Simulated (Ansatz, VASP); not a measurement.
# CuAu: VASP beside Ansatz

```
Cu Au
1.0
     2.94875    0.00000    0.00000
     0.00000    2.94875    0.00000
     0.00000    0.00000    3.65797
Cu Au
1 1
Direct
  0.50000 0.50000 0.50000
  0.00000 0.00000 0.00000
```

Alike in both runs: task relaxation of shape and atoms at fixed volume; functional PBE; k mesh 14 × 14 × 12; occupations gaussian, width 0.1 eV; no spin polarisation.

|  | VASP | Ansatz |
| --- | --- | --- |
| version | VASP 6.6.1 | Ansatz 0.2.0 |
| potentials or method | VASP PAW PBE potentials, release 64 (Cu, Au) | scalar-relativistic, plane waves, PAW |
| plane-wave cutoff (eV) | 600 | 420 |
| valence electrons in the cell | 22 | 38 |

```tsv
	VASP	Ansatz	Ansatz less VASP
gap on the k mesh at the Fermi level, each at its own relaxed structure (eV)	none	none	-
relaxed volume (Å³/atom)	15.90	15.90	0.000
relaxed cell length with the largest relative difference (Å)	2.949	2.949	0.0000
```

A gap of «none» marks a metal or a gap that the smearing closes. The two sets of potentials don't hold the same shells in valence.

Caveats: the relaxation stopped at its first step, so nothing moved. Spin-orbit coupling is left out, which matters for the levels of Au.
